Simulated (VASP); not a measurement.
# Cs2AgBiBr6 (Fm-3m) in VASP: notebook, part 2 of 2

VASP 6.6.1.

### 4 Relaxation of the atoms, PBE

The input, INCAR:

```
SYSTEM = Cs2AgBiBr6
ALGO = Fast
EDIFF = 1E-7
EDIFFG = -0.01
ENCUT = 300
GGA = PE
IBRION = 2
ISIF = 2
ISMEAR = 0
LASPH = .True.
LCHARG = .False.
LREAL = .False.
LWAVE = .False.
NELM = 80
NSW = 40
PREC = Accurate
SIGMA = 0.03
```

The input, KPOINTS:

```
k-points
0
Gamma
  2 2 2
  0 0 0
```

The input, POSCAR:

```
Cs2AgBiBr6                              
1.0
   -0.0000000000      5.7577286772      5.7577286772
    5.7577286772      0.0000000000      5.7577286772
    5.7577286772      5.7577286772     -0.0000000000
  Cs              Ag              Bi              Br            
     2     1     1     6
Direct
     0.2500000000000000    0.2500000000000000    0.2500000000000000
     0.7500000000000000    0.7500000000000000    0.7500000000000000
     0.5000000000000000    0.5000000000000000    0.5000000000000000
     1.0000000000000000    0.0000000000000000    1.0000000000000000
     0.2502896072630912    0.7497103927369088    0.2502896072630912
     0.2502896072630912    0.7497103927369088    0.7497103927369088
     0.7497103927369088    0.2502896072630912    0.7497103927369088
     0.7497103927369088    0.2502896072630912    0.2502896072630912
     0.2502896072630912    0.2502896072630912    0.7497103927369088
     0.7497103927369088    0.7497103927369088    0.2502896072630912
```

Potentials or basis: VASP PAW PBE potentials, release 64 (Cs_sv, Ag, Bi, Br).

Launch:

```console
$ cat potpaw_PBE.64/Cs_sv/POTCAR potpaw_PBE.64/Ag/POTCAR potpaw_PBE.64/Bi/POTCAR potpaw_PBE.64/Br/POTCAR > POTCAR
$ mpirun -np 2 vasp_std > vasp.out
```

OUTCAR:

```text
SYSTEM = Cs2AgBiBr6
   EDIFF = 1E-7
   EDIFFG = -0.01
   ENCUT = 300
   GGA = PE
   IBRION = 2
   ISIF = 2
   ISMEAR = 0
   LASPH = .True.
   LREAL = .False.
   NELM = 80
   NSW = 40
   PREC = Accurate

 ion  position               nearest neighbor table
   1  0.250  0.250  0.250-
   2  0.750  0.750  0.750-
   3  0.500  0.500  0.500-   5 2.88   6 2.88   7 2.88   8 2.88   9 2.88  10 2.88
   4  0.000  0.000  0.000-   5 2.88   6 2.88   7 2.88   8 2.88   9 2.88  10 2.88
   5  0.250  0.750  0.250-   3 2.88   4 2.88
   6  0.250  0.750  0.750-   3 2.88   4 2.88
   7  0.750  0.250  0.750-   3 2.88   4 2.88
   8  0.750  0.250  0.250-   3 2.88   4 2.88
   9  0.250  0.250  0.750-   3 2.88   4 2.88
  10  0.750  0.750  0.250-   3 2.88   4 2.88

  LATTYP: Found a face centered cubic cell.
 ALAT       =    11.5154573544

  Lattice vectors:

 A1 = (   0.0000000000,   5.7577286772,   5.7577286772)
 A2 = (   5.7577286772,   0.0000000000,   5.7577286772)
 A3 = (   5.7577286772,   5.7577286772,   0.0000000000)

Analysis of symmetry for initial positions (statically):
=====================================================================
 Subroutine PRICEL returns:
 Original cell was already a primitive cell.

 Routine SETGRP: Setting up the symmetry group for a
 face centered cubic supercell.

 Subroutine GETGRP returns: Found 48 space group operations
 (whereof 48 operations were pure point group operations)
 out of a pool of 48 trial point group operations.

The static configuration has the point symmetry O_h .

Analysis of symmetry for dynamics (positions and initial velocities):
[... 130 lines left out ...]
   GGA     = PE    functional components
   LHFCALC =     F    Hartree Fock is set to
   AEXX    =    0.0000 exact exchange contribution
   IVDW    =     0    specifies the selected vdW correction
   LEPSILON=     F    determine dielectric tensor
   LRPA    =     F    only Hartree local field effects (RPA)
 conjugate gradient relaxation of ions
 non-spin polarized calculation
 RMM-DIIS sequential band-by-band and
 Gauss-broadening in eV      SIGMA  =   0.03
  energy-cutoff  :      300.00
  volume of cell :      381.75
 maximum number of plane-waves:      4573
 NGX is ok and might be reduce to    48
   NGX = 23   NGY = 23   NGZ = 23

 number of electron      76.0000036 magnetization

 Free energy of the ion-electron system (eV)
  ---------------------------------------------------
  ext. energy  EPLUGINS =         0.00000000
  ---------------------------------------------------
  free energy    TOTEN  =       -29.45337463 eV

  energy without entropy =      -29.45337463  energy(sigma->0) =      -29.45337463

 E-fermi :   0.7532     XC(G=0):  -7.8229

 val. band max:        0.5916381968   @ k =   0.5000   0.5000   0.0000
 cond. band min:       1.9102978416   @ k =   0.5000   0.0000   0.0000
 fundamental gap:      1.3186596449
 Fermi energy:         0.7531826367

 k-point     1 :       0.0000    0.0000    0.0000
  band No.  band energies     occupation
      1     -20.0283      2.00000
      2     -20.0242      2.00000
      3     -13.7590      2.00000
      4     -13.2067      2.00000
      5     -13.2067      2.00000
      6     -13.2067      2.00000
[... 136 lines left out ...]
     45       6.5991      0.00000
     46       6.7707      0.00000

------------------------ aborting loop because EDIFF is reached ----------------------------------------

  FORCE on cell =-STRESS in cart. coord.  units (eV):
  Direction    XX          YY          ZZ          XY          YZ          ZX
  --------------------------------------------------------------------------------------
  -------------------------------------------------------------------------------------
  Total        0.0044226      0.0044226      0.0044226     -0.0000000     -0.0000000     -0.0000000
  in kB        0.0185610      0.0185610      0.0185610     -0.0000000     -0.0000000     -0.0000000
  external PRESSURE =       0.0185610 kB  Pullay stress =       0.0000000 kB

 VOLUME and BASIS-vectors are now :
 -----------------------------------------------------------------------------
  energy-cutoff  :      300.00
  volume of cell :      381.75
      direct lattice vectors                 reciprocal lattice vectors
     0.000000000  5.757728677  5.757728677    -0.086839799  0.086839799  0.086839799
     5.757728677  0.000000000  5.757728677     0.086839799 -0.086839799  0.086839799
     5.757728677  5.757728677  0.000000000     0.086839799  0.086839799 -0.086839799

 POSITION                                       TOTAL-FORCE (eV/Angst)
 -----------------------------------------------------------------------------------
      2.87886      2.87886      2.87886         0.000000     -0.000000      0.000000
      8.63659      8.63659      8.63659        -0.000000     -0.000000     -0.000000
      5.75773      5.75773      5.75773        -0.000000     -0.000000      0.000000
      0.00000      0.00000      0.00000        -0.000000     -0.000000      0.000000
      5.75773      2.88220      5.75773        -0.000000      0.000368      0.000000
      8.63326      5.75773      5.75773        -0.000368     -0.000000      0.000000
      5.75773      8.63326      5.75773        -0.000000     -0.000368      0.000000
      2.88220      5.75773      5.75773         0.000368     -0.000000      0.000000
      5.75773      5.75773      2.88220        -0.000000     -0.000000      0.000368
      5.75773      5.75773      8.63326        -0.000000     -0.000000     -0.000368
 -----------------------------------------------------------------------------------
    total drift:                                0.000000      0.000000      0.000000

  FREE ENERGIE OF THE ION-ELECTRON SYSTEM (eV)
  ---------------------------------------------------
  free  energy   TOTEN  =       -29.4533746267 eV

  energy  without entropy=      -29.4533746267  energy(sigma->0) =      -29.45337463

 reached required accuracy - stopping structural energy minimisation
```

Wall time 24 s (2 MPI ranks of Intel Xeon Platinum 8488C (Sapphire Rapids), shared host); peak memory 0.24 GiB.

Results:

| Item | Value |
| --- | --- |
| Free energy | -29.4534 eV |
| Pressure after relaxing | 0.0 GPa |
| Band gap on the k mesh | 1.32 eV, indirect (least direct gap 2.35 eV) |

Final structure:
```xyz
10
Lattice="0.0000 5.7577 5.7577 5.7577 0.0000 5.7577 5.7577 5.7577 0.0000" Properties=species:S:1:pos:R:3 pbc="T T T"
Cs    2.8789    2.8789    2.8789
Cs    8.6366    8.6366    8.6366
Ag    5.7577    5.7577    5.7577
Bi    0.0000    0.0000    0.0000
Br    5.7577    2.8822    5.7577
Br    8.6333    5.7577    5.7577
Br    5.7577    8.6333    5.7577
Br    2.8822    5.7577    5.7577
Br    5.7577    5.7577    2.8822
Br    5.7577    5.7577    8.6333
```

Caveat: the k mesh is coarse (spacing up to 0.47 Å⁻¹), so the values aren't converged; the cutoff is under 1.25 times the usual one of these potentials, so pressure, stress and relaxed cells hold a basis-set (Pulay) error; the relaxation stopped at its first step, so nothing moved; spin-orbit coupling is left out, which as a rule narrows the gap of such compounds by several tenths of an eV.

### 5 The runs side by side

| cell | gap on the mesh (eV) | pressure (GPa) |
| --- | --- | --- |
| atoms relaxed from: a relaxed cell with its volume scaled by 0.96 | 1.25 | 0.9 |
| atoms relaxed from: a relaxed cell with its volume scaled by 0.98 | 1.28 | 0.4 |
| atoms relaxed | 1.32 | 0.0 |

Alike in all rows: task relaxation of the atoms; level PBE; potentials or basis VASP PAW PBE potentials, release 64 (Cs_sv, Ag, Bi, Br); no spin polarisation; k mesh 2 × 2 × 2; cutoff (eV) 300; smearing gaussian 0.03 eV; the mesh is coarse, so values aren't converged.

Caveats: all runs use coarse meshes; the cutoff is under 1.25 times the usual one of these potentials, so pressure, stress and relaxed cells hold a basis-set (Pulay) error; spin-orbit coupling is left out, which as a rule narrows the gap of such compounds by several tenths of an eV; the relaxation stopped at its first step, so nothing moved (some runs).

Total energies depend on the potentials used, so only differences within one code and one set of settings carry meaning.
